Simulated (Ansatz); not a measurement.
# InSb3: relaxation and properties

This session takes InSb3 and sets out to find the equilibrium cell, see whether it has a gap, which orbitals make up the states near it and how charge is shared and measure the bulk modulus from energies at several volumes.

Program: Ansatz 0.2.0. Level of theory: DFT PBE, scalar-relativistic, plane waves, PAW. These are calculated values, not measurements.

## 1. The system as given

The structure is cubic, space group Fm-3m (No. 225). The conventional cell has a = 7.589 Å, b = 7.589 Å, c = 7.589 Å, α = 90.00°, β = 90.00°, γ = 90.00°. Around In (site symmetry m-3m) lie 8 Sb at 3.29 Å. Around Sb (site symmetry -43m) lie 4 In at 3.29 Å and 4 Sb at 3.29 Å. Around Sb (site symmetry m-3m) lie 8 Sb at 3.29 Å.

Coordinates:

```cif
data_structure
_symmetry_space_group_name_H-M 'P 1'
_symmetry_Int_Tables_number 1
_cell_length_a 5.3663
_cell_length_b 5.3663
_cell_length_c 5.3663
_cell_angle_alpha 60.000
_cell_angle_beta 60.000
_cell_angle_gamma 60.000
_cell_volume 109.27
loop_
_atom_site_label
_atom_site_type_symbol
_atom_site_fract_x
_atom_site_fract_y
_atom_site_fract_z
_atom_site_occupancy
In1 In 0.00000 0.00000 0.00000 1
Sb1 Sb 0.25000 0.25000 0.25000 1
Sb2 Sb 0.75000 0.75000 0.75000 1
Sb3 Sb 0.50000 0.50000 0.50000 1
```

Source of the structure: the Materials Project (structure only).

## 2. Quick check of gap, pressure and forces

File input.yaml:

```yaml
crystal:
  lattice:
    - [0.0, 3.794555, 3.794555]
    - [3.794555, 0.0, 3.794555]
    - [3.794555, 3.794555, 0.0]
  atoms:
    - { symbol: In, position: [0.0, 0.0, 0.0] }
    - { symbol: Sb, position: [0.25, 0.25, 0.25] }
    - { symbol: Sb, position: [0.75, 0.75, 0.75] }
    - { symbol: Sb, position: [0.5, 0.5, 0.5] }
basis:
  ecutwfc: 420
kpoints:
  mp_grid: { grid: [4, 4, 4] }
hamiltonian:
  xc: pbe
scf:
  occupations: { method: gaussian, width: 0.1 }
output:
  forces: true
  stress: true
  eigenvalues: true
```

Run with:

```bash
> ansatz run input.yaml --threads 1 --pin off --max-ram 2560MiB --backend cpu --events-out ev --progress --plain --runs-dir out
```

Standard output, shortened:

```text
Warning: RAYON_NUM_THREADS=1 ignored (pool sized by the plan → 1); use --threads N
[...]
Pseudopotentials: kind: paw
Pseudopotential: In, paw, valence charge 13, recommended cutoff 420 eV (normal), In.paw.azcp
Pseudopotential: Sb, paw, valence charge 15, recommended cutoff 420 eV (normal), Sb.paw.azcp
Functional definition: PBE
[...]
Crystal: 4 atoms, lattice volume = 109.273 Å³
Basis set: ecut = 420 eV, 2109 PW (Γ), exchange–correlation on 72×72×72 points (8 copies of the dense FFT grid, shifted against one another)
Bands: 35, of which v1, the nominal top of the filled ones, is band 29 counted from 1 (28 counted from 0)
Symmetry: 48 space group operations
Space group: Fm-3m (ITA 225), of the structure as read, at distance tolerance 4.8e-5 Å
[...]
SCF converged after 7 iterations
Free energy (F): -25050.410655 eV
[...]
E sigma→0 (E₀):  -25050.388490 eV
Entropy (-TS):   -0.044331 eV (-11.083 meV/atom)
Fermi energy:    10.939525 eV
[...]
--- Forces (eV/Å), atoms counted from 1 ---
  atom   1  In    -0.00000000     0.00000000     0.00000000
  atom   2  Sb     0.00000000     0.00000000     0.00000000
  atom   3  Sb     0.00000000     0.00000000    -0.00000000
  atom   4  Sb     0.00000000     0.00000000     0.00000000
[...]
--- Stress (GPa, compression-positive) ---
       -1.289112       0.000000       0.000000
        0.000000      -1.289112      -0.000000
        0.000000      -0.000000      -1.289112
  P = ⅓ Tr σ = -1.2891 GPa (-12.891 kbar)
--- Band table (eV; the first three rows and the last of 8) ---
[...]
```

Run time: 1.2 s. Hardware: 1 thread of Intel Xeon 6975P-C (Granite Rapids), shared host; peak memory 0.41 GiB.

The probe gives pressure -1.3 GPa, largest force 0.00 eV/Å, gap on this mesh none (metal). By this gap the next run takes a mesh of 10×10×10.

## 3. The relaxation

Edit input.yaml of step 2 so:

```diff
@@ -13,3 +13,3 @@
 kpoints:
-  mp_grid: { grid: [4, 4, 4] }
+  mp_grid: { grid: [10, 10, 10] }
 hamiltonian:
@@ -22 +22,10 @@
   eigenvalues: true
+  write_density: true
+  write_potential: true
+  elf: true
+  volumetric_format: npy
+relax:
+  adjacent_minimum: "off"
+  f_tol: 0.005
+  max_steps: 80
+  cell: { stress_tol: 0.05 }
```

Run with:

```bash
> ansatz run input.yaml --threads 1 --pin off --max-ram 2560MiB --backend cpu --events-out ev --progress --plain --runs-dir out
```

Standard output:

```text
Warning: RAYON_NUM_THREADS=1 ignored (pool sized by the plan → 1); use --threads N
Engine: ansatz 0.2.0, x86_64-unknown-linux-gnu
[... 4 set-up lines as earlier in the session ...]
  parameter kappa = 0.804
  parameter beta = 0.06672455060314922
  exchange = pbe_x(kappa = kappa, mu = beta*pi^2/3)
  correlation = pbe_c(beta = beta)
Crystal: 4 atoms, lattice volume = 109.273 Å³
Basis set: ecut = 420 eV, 2109 PW (Γ), exchange–correlation on 72×72×72 points (8 copies of the dense FFT grid, shifted against one another)
Bands: 35, of which v1, the nominal top of the filled ones, is band 29 counted from 1 (28 counted from 0)
[... 2 set-up lines as earlier in the session ...]
k-points: 47 of 1000
Non-local potential: In, projectors of the file, l = 0: 2, l = 1: 2, l = 2: 2, l = 3: 2
Non-local potential: Sb, projectors of the file, l = 0: 2, l = 1: 2, l = 2: 2, l = 3: 2
PAW form: soft (Blöchl's): semilocal exchange-correlation on the pseudo side does not see the compensation charge
PAW one-centre angular grid: In, 590 points (default); XC on 64 Gauss nodes
PAW one-centre angular grid: Sb, 590 points (default); XC on 64 Gauss nodes
Initial density: superposition of atomic densities (neutral atoms: chi_scale 0, normalization atom), corrected by the library's trained network
Initial wavefunctions: pseudopotential atomic-orbital guess
Functional: x = pbe(κ = 0.804, μ = 0.2195149727645171), c = pbe(β = 0.06672455060314922)
SCF iter   1: F=—  HF=-25050.634164 eV  |F-HF|=—  |Δ(HF+E_count)|=         —  Δρ=1.08e-3  dr2=8.92e-4  ethr=1.77e-3  ⟨swp⟩=9.3  Hψ=7371  notcnv=0
preconditioner: auto → Kerker (q_TF=auto, 2.455 Å⁻¹)  [metal: Δε(μ)=0.082 eV  Ē_g=10.801 eV  σ=0.100 eV  W_gap=0.43  n_scr=26 (ndim 8)  ℏωp=18.8 eV  f_vac=0.000  D(μ)=2.06/eV (n_scr^D=14)]
SCF iter   2: F=—  HF=-25050.631479 eV  |F-HF|=—  |Δ(HF+E_count)|=   2.69e-3  Δρ=6.32e-4  dr2=3.99e-4  ethr=1.54e-6  ⟨swp⟩=2.3  Hψ=3414  notcnv=0
SCF iter   3: F=—  HF=-25050.631483 eV  |F-HF|=—  |Δ(HF+E_count)|=   3.78e-6  Δρ=3.66e-4  dr2=1.36e-4  ethr=6.87e-7  ⟨swp⟩=2.0  Hψ=2964  notcnv=0
SCF iter   4: F=—  HF=-25050.631514 eV  |F-HF|=—  |Δ(HF+E_count)|=   3.08e-5  Δρ=8.76e-5  dr2=5.73e-6  ethr=2.35e-7  ⟨swp⟩=2.9  Hψ=2966  notcnv=0
SCF iter   5: F=—  HF=-25050.631505 eV  |F-HF|=—  |Δ(HF+E_count)|=   8.21e-6  Δρ=3.06e-5  dr2=6.38e-7  ethr=9.89e-9  ⟨swp⟩=2.0  Hψ=2732  notcnv=0
SCF iter   6: F=-25050.631505 eV  HF=-25050.631505 eV  |F-HF|=1.88e-9  |Δ(HF+E_count)|=   2.15e-7  Δρ=3.39e-6  dr2=1.22e-8  ethr=1.72e-10  ⟨swp⟩=10.3  Hψ=12250  notcnv=0
SCF 1 converged in 6 iterations: F = -25050.631505 eV  dr2 = 1.22e-8
relax step   1: F+E_penalty+E_count = -25050.63150516 eV  Δ(F+E_penalty+E_count) = +0.000e0 eV  max|allowed force component| = 3.903e-18 eV/Å  Δτ_max = 0.0000 Å  P = -0.139 GPa  Ω = 109.273 Å³  (6 SCF iters, dr2 threshold 1.00e-7 eV, accepted)
Crystal: 4 atoms, lattice volume = 108.890 Å³
Initial density: handed on by an earlier stage of this run
Initial wavefunctions: those handed on with the density
iter 1 solved again at ethr=3.19e-8 eV; its pass at ethr=3.10e-3 eV (dr2=1.85e-5 eV) is discarded
SCF iter   1: F=—  HF=-25050.631715 eV  |F-HF|=—  |Δ(HF+E_count)|=         —  Δρ=4.61e-5  dr2=2.65e-6  ethr=3.19e-8  ⟨swp⟩=3.0  Hψ=8559  notcnv=0
preconditioner: auto → Kerker (q_TF=auto, 2.456 Å⁻¹)  [metal: Δε(μ)=0.088 eV  Ē_g=10.824 eV  σ=0.100 eV  W_gap=0.46  n_scr=26 (ndim 8)  ℏωp=18.8 eV  f_vac=0.000  D(μ)=2.00/eV (n_scr^D=14)]
SCF iter   2: F=—  HF=-25050.631711 eV  |F-HF|=—  |Δ(HF+E_count)|=   3.81e-6  Δρ=3.08e-5  dr2=1.30e-6  ethr=4.56e-9  ⟨swp⟩=1.1  Hψ=1658  notcnv=0
SCF iter   3: F=-25050.631711 eV  HF=-25050.631711 eV  |F-HF|=7.01e-9  |Δ(HF+E_count)|=   2.32e-8  Δρ=3.57e-6  dr2=2.19e-8  ethr=8.33e-11  ⟨swp⟩=8.1  Hψ=11480  notcnv=0
SCF 2 converged in 3 iterations: F = -25050.631711 eV  dr2 = 2.19e-8
relax step   2: F+E_penalty+E_count = -25050.63171117 eV  Δ(F+E_penalty+E_count) = -2.060e-4 eV  max|allowed force component| = 5.956e-17 eV/Å  Δτ_max = 0.0000 Å  P = +0.045 GPa  Ω = 108.890 Å³  energy of the carried Pulay correction = +9.256e-5 eV  (3 SCF iters, dr2 threshold 4.83e-8 eV, accepted)
Initial wavefunctions: pseudopotential atomic-orbital guess (no wavefunctions were taken with the density)
iter 1 solved again at ethr=4.06e-7 eV; its pass at ethr=3.10e-3 eV (dr2=2.35e-4 eV) is discarded
SCF iter   1: F=—  HF=-25050.631631 eV  |F-HF|=—  |Δ(HF+E_count)|=         —  Δρ=4.61e-6  dr2=2.07e-8  ethr=4.06e-7  ⟨swp⟩=3.0  Hψ=11578  notcnv=0
eigensolver tolerance schedule: the retry pair's looser diagonalisation over-reported the residual by 11350.23 of it (diagonalisation noise at an unbounded share of the residual, at the tolerance the schedule requests for it); recorded, not acted on — ethr = c·dr2/N_el stays at c = 1.0e-1
SCF iter   2: F=—  HF=-25050.631629 eV  |F-HF|=—  |Δ(HF+E_count)|=   1.94e-6  Δρ=2.96e-6  dr2=1.20e-8  ethr=3.57e-11  ⟨swp⟩=3.5  Hψ=4224  notcnv=0
SCF iter   3: F=—  HF=-25050.631629 eV  |F-HF|=—  |Δ(HF+E_count)|=   1.77e-9  Δρ=1.43e-6  dr2=1.32e-9  ethr=2.06e-11  ⟨swp⟩=2.9  Hψ=3079  notcnv=0
SCF iter   4: F=—  HF=-25050.631629 eV  |F-HF|=—  |Δ(HF+E_count)|=  6.33e-10  Δρ=6.35e-7  dr2=2.63e-10  ethr=2.27e-12  ⟨swp⟩=3.0  Hψ=3259  notcnv=0
SCF iter   5: F=-25050.631629 eV  HF=-25050.631629 eV  |F-HF|=3.64e-12  |Δ(HF+E_count)|=  6.18e-11  Δρ=1.19e-7  dr2=1.64e-11  ethr=1.00e-12  ⟨swp⟩=4.9  Hψ=8465  notcnv=0
SCF 3 converged in 5 iterations: F = -25050.631629 eV  dr2 = 1.64e-11
relax step   3: F+E_penalty+E_count = -25050.63162864 eV  Δ(F+E_penalty+E_count) = +8.253e-5 eV  max|allowed force component| = 6.014e-17 eV/Å  Δτ_max = 0.0000 Å  P = +0.045 GPa  Ω = 108.890 Å³  stress off target by 4.50e-2 GPa  SCF on the basis re-selected at this cell (its energy is not comparable with the rows above)  (5 SCF iters)
basis re-selected at this cell: Δ(F+E_penalty+E_count) = +8.253e-5 eV, ΔP = +0.000 GPa vs the last step (what re-selecting the basis moved, of the pressure what is left beyond the Pulay correction that the steps carried, after the strain that the cell walked since its last selection, with what the two solves' SCF thresholds leave and, on support functions, any second-order correction that the steps lacked; it is no measure of the basis error at this ecutwfc). This SCF's stress stands 4.50e-2 GPa from its target on what of the cell is left free (relax.cell.stress_tol is 5.00e-2 GPa) and its largest allowed force component is 6.01e-17 eV/Å (relax.f_tol is 5.00e-3 eV/Å): within both
SCF converged after 5 iterations
Free energy (F): -25050.631629 eV
Harris-Foulkes:  -25050.631629 eV  (|F-HF|=3.64e-12)
Internal energy: -25050.621624 eV  (E = F + TS)
E sigma→0 (E₀):  -25050.626627 eV
Entropy (-TS):   -0.010004 eV (-2.501 meV/atom)
Fermi energy:    11.002299 eV
--- Per-component energies (eV) ---
  E_band       = -473.014003
  E_kinetic    = 860.154888
  E_local      = -5442.693236  (includes V_loc(G=0)·N_el)
  E_nonlocal   = 1450.860835
  E_hartree    = 2412.627797
  E_xc         = -631.041455
  E_vxc        = -388.298348  (∫ρ·V_xc dr)
  E_paw        = -17876.019197  (= ΣΔE_a)
  E_vpaw       = -1778.293519  (= ΣTr[D̂ρ^β])
  E_aug_tail   = 0.000021  (compensation charges beyond the density's cutoff)
  E_ewald      = -5824.511277
  E_smearing   = -0.010004  (= −TS)
  E_closure    = 0.000000  (closes the sum)
  Σ components = -25050.631629   (vs F -25050.631629, Δ=0.00e0)
--- Forces (eV/Å), atoms counted from 1 ---
  atom   1  In     0.00000000     0.00000000    -0.00000000
  atom   2  Sb     0.00000000     0.00000000     0.00000000
  atom   3  Sb     0.00000000    -0.00000000    -0.00000000
  atom   4  Sb     0.00000000    -0.00000000    -0.00000000
  max |Σ_I F_I| component: 4.63e-18 eV/Å
--- Stress (GPa, compression-positive) ---
        0.045039      -0.000000      -0.000000
       -0.000000       0.045039      -0.000000
       -0.000000      -0.000000       0.045039
  P = ⅓ Tr σ = 0.0450 GPa (0.450 kbar)
--- Band table (eV; the first three rows and the last of 47) ---
  k-point 0: bands = ["-18.3036", "-18.3036", "-18.3036", "-18.2987", "-18.2987", "-18.1793", "-18.1793", "-18.1787", "-18.1787", "-18.1787", "-18.1582", "-18.1582", "-18.1582", "-18.1546", "-18.1546", "-3.4982", "-3.4982", "-3.4982", "-3.4667", "-3.4667", "-1.2451", "3.2150", "4.2912", "8.5297", "8.5297", "8.5297", "8.6444", "8.6444", "8.6444", "8.7104", "10.3253", "10.3253", "10.3253", "14.5016", "14.5016"]
  k-point 1: bands = ["-18.3040", "-18.3040", "-18.3034", "-18.2984", "-18.2984", "-18.1793", "-18.1793", "-18.1779", "-18.1779", "-18.1777", "-18.1595", "-18.1585", "-18.1585", "-18.1550", "-18.1550", "-3.4996", "-3.4976", "-3.4976", "-3.4669", "-3.4669", "-1.1709", "3.1260", "4.1373", "7.8412", "8.1774", "8.1774", "8.3440", "8.9769", "8.9769", "9.6283", "10.3275", "10.3275", "11.0999", "14.8062", "14.8062"]
  k-point 2: bands = ["-18.3049", "-18.3049", "-18.3028", "-18.2976", "-18.2976", "-18.1783", "-18.1783", "-18.1763", "-18.1763", "-18.1749", "-18.1630", "-18.1596", "-18.1596", "-18.1563", "-18.1563", "-3.5033", "-3.4961", "-3.4961", "-3.4674", "-3.4674", "-0.9495", "2.8173", "3.7823", "7.1853", "7.8718", "7.8718", "8.2966", "9.0289", "9.0289", "10.6342", "10.6342", "10.9153", "12.4994", "15.5962", "15.5962"]
  k-point 46: bands = ["-18.3092", "-18.3053", "-18.3014", "-18.2954", "-18.2940", "-18.1792", "-18.1763", "-18.1760", "-18.1745", "-18.1699", "-18.1663", "-18.1633", "-18.1611", "-18.1595", "-18.1545", "-3.5109", "-3.4994", "-3.4857", "-3.4765", "-3.4668", "1.3046", "1.3369", "1.7151", "4.3806", "7.3730", "7.9973", "8.7185", "9.5276", "12.1251", "12.4343", "13.0033", "13.0076", "14.3108", "15.0521", "15.2671"]
--- Relaxed structure (2 steps of the walk, 2 accepted, 1 SCFs on fresh bases) ---
  F+E_penalty+E_count = -25050.63162864 eV   max|allowed force component| = 6.014e-17 eV/Å   (the final SCF, on the basis selected at the relaxed cell)
  cell:  # Å, volume = 108.8897 Å³
    - [2.547686016447795e-34, 3.790114116480781, 3.790114116480781]
    - [3.790114116480781, 2.547686016447795e-35, 3.790114116480781]
    - [3.790114116480781, 3.790114116480781, -7.643058049343386e-35]
  atoms:
    - { symbol: In, position: [-7.401784492686808e-36, 8.095701788876195e-36, 6.972216642664806e-36] }
    - { symbol: Sb, position: [0.24999999999999997, 0.24999999999999997, 0.24999999999999997] }
    - { symbol: Sb, position: [0.75, 0.75, 0.75] }
    - { symbol: Sb, position: [0.49999999999999994, 0.49999999999999994, 0.49999999999999994] }
```

It took 15 s on 1 thread of Intel Xeon 6975P-C (Granite Rapids), shared host; peak memory 0.5 GiB.

Step by step:

```csv
step,energy from step 1 (eV/cell),largest force component (eV/Å),pressure (GPa),volume (Å³)
1,0.0000,0.0000,-0.14,109.27
2,-0.0002,0.0000,0.04,108.89
3,-0.0001,0.0000,0.05,108.89
```

Step 1 is the start. Step 3 repeats the geometry before it on a plane-wave basis chosen anew for that cell, so its energy need not be comparable with the rows above.

Lengths and angles in the start's conventional setting:

|  | before | after | change |
| --- | --- | --- | --- |
| a (Å) | 7.589 | 7.580 | -0.1 % |
| b (Å) | 7.589 | 7.580 | -0.1 % |
| c (Å) | 7.589 | 7.580 | -0.1 % |
| volume (Å³/atom) | 27.32 | 27.22 | -0.4 % |
| shortest distance (Å) | 3.286 | 3.282 | -0.1 % |
| space group (0.01 Å) | Fm-3m | Fm-3m | same |

The run keeps the 48 symmetry operations of the start, so it could not have lowered the symmetry.

The maps below are laid out on this run's own conventional cell (a, b, c = 7.580, 7.580, 7.580 Å).

Density in a lattice plane of the grid's cell (edges 7.58 and 7.58 Å, at 0.000 of the third edge), which holds In and Sb.

Ten even steps from ' ' (0.08 e/Å³) to '@' (21.12 e/Å³):
```
--::                  ::==::                  ::
                                                
                                                
                                                
                                                
                                                
                                                
                                                
==::                  ::--::                  ::
@@**..              ..==**==..              ..**
==::                  ::--::                  ::
                                                
                                                
                                                
                                                
                                                
                                                
                                                
--::                  ::==::                  ::
**==..              ..**@@**..              ..==
```
Columns run along the first of these edges and rows up along the second, over one cell in 24 and 20 even steps from the bottom left corner. Atoms in the plane (fractional): In at (0.00, 0.00), In at (0.50, 0.50), Sb at (0.00, 0.50), Sb at (0.50, 1.00).

ELF in the same plane.

Ten even steps from '0' (0.00) to '9' (0.44):
```
015553359861016895335551
566553348987678984335566
555543335899999853334555
444433334456665443333444
233333333333233333333333
665443333444444433334456
999853334555555543335899
678984335566566553348987
016895335551015553359861
004895235630003653259840
016895335551015553359861
678984335566566553348987
999853334555555543335899
665443333444444433334456
233333333333233333333333
444433334456665443333444
555543335899999853334555
566553348987678984335566
015553359861016895335551
003653259840004895235630
```
Columns run along the first of these edges and rows up along the second, over one cell in 24 and 20 even steps from the bottom left corner. Atoms in the plane (fractional): In at (0.00, 0.00), In at (0.50, 0.50), Sb at (0.00, 0.50), Sb at (0.50, 1.00).

Both are smooth fields of the valence electrons: close to the nuclei they are not physical.

Outside the cores ELF peaks at 0.50 on the Sb–In line, 1.3 Å from Sb; 0.48 on the Sb–Sb line, 1.3 Å from Sb.

(Part 1 of 2 ends here.)
